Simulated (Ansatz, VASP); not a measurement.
# NbH2 in VASP and in Ansatz

```
Nb H
1.0
     0.00000    2.32136    2.32136
     2.32136    0.00000    2.32136
     2.32136    2.32136    0.00000
Nb H
1 2
Direct
  0.00000 0.00000 0.00000
  0.25000 0.25000 0.25000
  0.75000 0.75000 0.75000
```

Alike in both runs: task single point; functional PBEsol; k mesh 11 × 11 × 11; no spin polarisation.

|  | VASP | Ansatz |
| --- | --- | --- |
| version | VASP 6.6.1 | Ansatz 0.2.0 |
| potentials or method | VASP PAW PBE potentials, release 64 (Nb_sv, H) | plane waves, PAW |
| plane-wave cutoff (eV) | 520 | 470 |
| occupations | methfessel-paxton of order 1, width 0.1 eV | cold |
| valence electrons in the cell | 15 | 15 |

VASP gave:

- pressure (GPa): -13.7

What did Ansatz give for the same quantities?

Pressure (GPa): -13.3.

Caveats: the PAW data sets were made with another functional, which shifts forces and pressure a little (VASP).
